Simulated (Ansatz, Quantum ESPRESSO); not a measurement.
# 1 layers of W in Li(110), on the host's sites: ballistic transmission, part 3 of 4

How well does the junction conduct in the ballistic limit? It is: 1 layers of W in Li(110), on the host's sites.

Quantum ESPRESSO 7.5; plane-wave DFT, PBE, JTH PAW pseudopotentials; cross-check by Ansatz 0.2.0 with PAW datasets.

So far. Step 3 (Transmission with pwcond.x): The run is unpolarised; a magnetic state was not tried, may lie lower and would change T. Step 3 (Transmission with pwcond.x): At no point does T exceed the number of channels.

### Step 4. The open system, with epsproj = 0.01

Level of this step: transmission by pwcond, lead and junction from one cell; plane-wave DFT, PBE, JTH PAW pseudopotentials (Quantum ESPRESSO).

How much does a setting matter? One run is repeated with a change.

cond.w.in

```
&inputcond
  outdir = './out'
  prefixt = 'scf'
  tran_file = 'cond.w.dat'
  bdl = 1.4142135610
  bds = 9.7509754244
  ikind = 1
  ewind = 4.0
  epsproj = 0.01
  nz1 = 7
  energy0 = 0.4
  denergy = -0.4
/
43
  0.00000000 0.00000000 0.00694444
  0.00000000 0.08333333 0.01388889
  0.00000000 0.16666667 0.01388889
  0.00000000 0.25000000 0.01388889
  0.00000000 0.33333333 0.01388889
  0.00000000 0.41666667 0.01388889
  0.00000000 0.50000000 0.00694444
  0.08333333 0.00000000 0.02777778
  0.08333333 0.16666667 0.02777778
  0.08333333 0.25000000 0.02777778
  0.08333333 0.33333333 0.02777778
  0.08333333 0.41666667 0.02777778
  0.08333333 0.50000000 0.02777778
  0.16666667 0.00000000 0.02777778
  0.16666667 0.08333333 0.01388889
  0.16666667 0.25000000 0.02777778
  0.16666667 0.33333333 0.02777778
  0.16666667 0.41666667 0.02777778
  0.16666667 0.50000000 0.02777778
  0.16666667 0.58333333 0.01388889
  0.25000000 0.00000000 0.02777778
  0.25000000 0.08333333 0.02777778
  0.25000000 0.33333333 0.02777778
  0.25000000 0.41666667 0.02777778
  0.25000000 0.50000000 0.02777778
  0.25000000 0.58333333 0.02777778
  0.33333333 0.00000000 0.02777778
  0.33333333 0.08333333 0.02777778
  0.33333333 0.16666667 0.01388889
  0.33333333 0.41666667 0.02777778
  0.33333333 0.50000000 0.02777778
  0.33333333 0.58333333 0.02777778
  0.33333333 0.66666667 0.01388889
  0.41666667 0.00000000 0.02777778
  0.41666667 0.08333333 0.02777778
  0.41666667 0.16666667 0.02777778
  0.41666667 0.50000000 0.02777778
  0.41666667 0.58333333 0.02777778
  0.41666667 0.66666667 0.02777778
  0.50000000 0.00000000 0.01388889
  0.50000000 0.08333333 0.02777778
  0.50000000 0.16666667 0.02777778
  0.50000000 0.25000000 0.01388889
3
```

Started as:

```sh
$ OMP_NUM_THREADS=1 mpirun -n 2 pwcond.x -in cond.w.in > cond.w.out
```

Output:

```text
[banner, memory and clock lines left out]
Program PWCOND v.7.5 starts
[citation notice left out]

[...]
./out/scf.save/
     file Li.GGA_PBE-JTH.UPF: wavefunction(s)  1S 2S 0S 2P 0P renormalized
     file W.GGA_PBE-JTH.UPF: wavefunction(s)  5S 6S 5P 6P 5D 0D renormalized

     IMPORTANT: XC functional enforced from input :
     Exchange-correlation= PBE
                           (   1   4   3   4   0   0   0)
     Any further DFT definition will be discarded
     Please, verify this is what you really want

     Check: negative core charge=   -0.000002
     Reading collected, re-writing distributed wavefunctions

===== INPUT FILE containing all the regions =====

     GEOMETRY:

     lattice parameter (alat)  =       6.5007  a.u.
     the volume                =    1894.1091 (a.u.)^3
     the cross section         =      29.8813 (a.u.)^2
     l of the unit cell        =       9.7510 (alat)
     number of atoms/cell      =           14
     number of atomic types    =            2

     crystal axes: (cart. coord. in units of alat)
               a(1) = (  1.0000  0.0000  0.0000 )
               a(2) = (  0.5000  0.7071  0.0000 )
               a(3) = (  0.0000  0.0000  9.7510 )

   Cartesian axes

     site n.     atom                  positions (alat units)
          1        Li     tau(  1)=(  0.0000  0.0000  9.7510  )
          2        Li     tau(  2)=(  0.5000  0.0000  0.7071  )
          3        Li     tau(  3)=(  0.0000  0.0000  1.4142  )
          4        Li     tau(  4)=(  0.5000  0.0000  2.1213  )
          5        Li     tau(  5)=(  0.0000  0.0000  2.8284  )
          6        Li     tau(  6)=(  0.5000  0.0000  3.5355  )
          7        W      tau(  7)=(  0.0000  0.0000  4.1684  )
          8        Li     tau(  8)=(  0.5000  0.0000  4.8012  )
          9        Li     tau(  9)=(  0.0000  0.0000  5.5083  )
         10        Li     tau( 10)=(  0.5000  0.0000  6.2154  )
         11        Li     tau( 11)=(  0.0000  0.0000  6.9225  )
         12        Li     tau( 12)=(  0.5000  0.0000  7.6297  )
         13        Li     tau( 13)=(  0.0000  0.0000  8.3368  )
         14        Li     tau( 14)=(  0.5000  0.0000  9.0439  )

     nr1s                      =           27
     nr2s                      =           25
     nr3s                      =          288
     nr1sx                     =           27
     nr2sx                     =           25
     nr3sx                     =          288
     nr1                       =           40
     nr2                       =           36
     nr3                       =          384
     nr1x                      =           40
     nr2x                      =           36
     nr3x                      =          384

 _______________________________
  Radii of nonlocal spheres:

     type       ibeta     ang. mom.          radius (alat units)
       Li         1         0                    0.2446
       Li         2         0                    0.2446
       Li         3         0                    0.2446
       Li         4         1                    0.2446
       Li         5         1                    0.2446
       W          1         0                    0.3721
       W          2         0                    0.3721
       W          3         1                    0.3721
       W          4         1                    0.3721
       W          5         2                    0.3721
       W          6         2                    0.3721
----- General information -----

--- T calc. with identical leads (ikind=1) ---

     nrx                       =           27
     nry                       =           25
     nz1                       =            7

     energy0               =         4.0E-01
     denergy               =        -4.0E-01
     nenergy               =          3
     ecut2d                =         4.5E+01
     ewind                 =         4.0E+00
     epsproj               =         1.0E-02

     number of k_|| points=   43
                       cryst. coord.
        k(    1) = (   0.0000000   0.0000000), wk =   0.0069444
        k(    2) = (   0.0000000   0.0833333), wk =   0.0138889
[...]
k(   43) = (   0.5000000   0.2500000), wk =   0.0138889
----- Information about left/right lead -----

     nocros                   =            9
     noins                    =            9
     norb                     =           27
     norbf                    =          126
     nrz                      =           42

      iorb      type   ibeta   ang. mom.   m       position (alat)
        1        1       1        0        1   taunew(   1)=(  0.0000  0.0000  0.0000)
        2        1       2        0        1   taunew(   2)=(  0.0000  0.0000  0.0000)
[...]
27        1       5        1        3   taunew(  27)=(  0.0000  0.0000  1.4142)
    k slab    z(k)  z(k+1)     crossing(iorb=1,norb)
    1   0.0000 0.0337 0.0337   111111111000000000000000000
    2   0.0337 0.0673 0.0337   111111111000000000000000000
[...]
42   1.3805 1.4142 0.0337   000000000000000000111111111
----- Information about scattering region -----

     noins                    =          108
     norb                     =          126
     norbf                    =          126
     nrz                      =          246

      iorb      type   ibeta   ang. mom.   m       position (alat)
        1        1       1        0        1   taunew(   1)=(  0.0000  0.0000  0.0000)
        2        1       2        0        1   taunew(   2)=(  0.0000  0.0000  0.0000)
[...]
126        1       5        1        3   taunew( 126)=(  0.0000  0.0000  8.3368)
 ngper, shell number =          103          26
 ngper, n2d =          103          23
---  E-Ef =    0.4000000  k =    0.0000000   0.0000000
---  ie =          1  ik =          1
 Nchannels of the left tip =            0
 Right moving states:
   k1(2pi/a)   k2(2pi/a)   E-Ef (eV)
 Left moving states:
   k1(2pi/a)   k2(2pi/a)   E-Ef (eV)

 to transmit
          E-Ef(ev), T =    0.4000000   0.0000000
---  E-Ef =    0.0000000  k =    0.0000000   0.0000000
---  ie =          2  ik =          1
 Nchannels of the left tip =            1
 Right moving states:
   k1(2pi/a)   k2(2pi/a)   E-Ef (eV)
  -0.0935457   0.0000000   0.0000000
 Left moving states:
   k1(2pi/a)   k2(2pi/a)   E-Ef (eV)
   0.0935457   0.0000000   0.0000000

 to transmit
 Band j to band i transmissions and reflections:
    j         i     |T_ij|^2    |R_ij|^2

    1 -->     1     0.79482     0.20518
   Total T_j, R_j =    0.79482  0.20518

E-Ef(ev), T(x2 spins) =    0.0000000   1.5896438
---  E-Ef =   -0.4000000  k =    0.0000000   0.0000000
---  ie =          3  ik =          1
 Nchannels of the left tip =            1
 Right moving states:
   k1(2pi/a)   k2(2pi/a)   E-Ef (eV)
  -0.1651864   0.0000000  -0.4000000
 Left moving states:
   k1(2pi/a)   k2(2pi/a)   E-Ef (eV)
   0.1651864   0.0000000  -0.4000000

 to transmit
 Band j to band i transmissions and reflections:
    j         i     |T_ij|^2    |R_ij|^2

    1 -->     1     0.48777     0.51223
   Total T_j, R_j =    0.48777  0.51223

E-Ef(ev), T(x2 spins) =   -0.4000000   0.9755422
 ngper, shell number =          103          56
 ngper, n2d =          103          23
[... further energies and points left out ...]
---  E-Ef =    0.4000000  k =    0.5000000   0.2500000
---  ie =          1  ik =         43
 Nchannels of the left tip =            1
 Right moving states:
   k1(2pi/a)   k2(2pi/a)   E-Ef (eV)
  -0.4171695   0.0000000   0.4000000
 Left moving states:
   k1(2pi/a)   k2(2pi/a)   E-Ef (eV)
   0.4171695   0.0000000   0.4000000

 to transmit
 Band j to band i transmissions and reflections:
    j         i     |T_ij|^2    |R_ij|^2

    1 -->     1     0.50932     0.49068
   Total T_j, R_j =    0.50932  0.49068

E-Ef(ev), T(x2 spins) =    0.4000000   1.0186493
---  E-Ef =    0.0000000  k =    0.5000000   0.2500000
---  ie =          2  ik =         43
 Nchannels of the left tip =            0
 Right moving states:
   k1(2pi/a)   k2(2pi/a)   E-Ef (eV)
 Left moving states:
   k1(2pi/a)   k2(2pi/a)   E-Ef (eV)

 to transmit
          E-Ef(ev), T =    0.0000000   0.0000000
---  E-Ef =   -0.4000000  k =    0.5000000   0.2500000
---  ie =          3  ik =         43
 Nchannels of the left tip =            1
 Right moving states:
   k1(2pi/a)   k2(2pi/a)   E-Ef (eV)
   0.4019907   0.0000000  -0.4000000
 Left moving states:
   k1(2pi/a)   k2(2pi/a)   E-Ef (eV)
  -0.4019906   0.0000000  -0.4000000

 to transmit
 Band j to band i transmissions and reflections:
    j         i     |T_ij|^2    |R_ij|^2

    1 -->     1     0.75154     0.24846
   Total T_j, R_j =    0.75154  0.24846

E-Ef(ev), T(x2 spins) =   -0.4000000   1.5030727
   T_tot     0.40000      0.93941E+00
   T_tot     0.00000      0.79922E+00
   T_tot    -0.40000      0.54366E+00

[...]
```

Elapsed: 88 s, on 2 MPI ranks of Arm Neoverse V2, shared host; peak memory 0.37 GiB; 2.9 min of CPU time.

The changed values were drawn from a wide range, not chosen for quality; the comparison shows what they did here together.

Beside the run it was changed from:

```tsv
quantity	this run	unchanged run	difference
transmission at the Fermi level, one spin	0.3996	0.4623	-0.063
lead channels at the Fermi level, one spin	0.8403	0.8958	-0.056
wall time (s)	88	169
```

Over all energies T moves by up to 0.063, at 0 eV.

The physical values in this table move by up to 14 %.

[end of part 3 of 4]

[Logs are printed without paths, hosts, clocks, repeated set-up lines and the standing remarks that a program may print on its own settings, such as how far it seeks lower states.]

[Hosts, paths, dates, database ids (printed as entryN), source tags and the programs' standing remarks are cut or masked in the printed files.]

[Maps of the electrostatic potential energy from Ansatz leave out the sawtooth potential of an applied field or a dipole correction, so their vacuum need not be flat; planar profiles and work functions include it.]
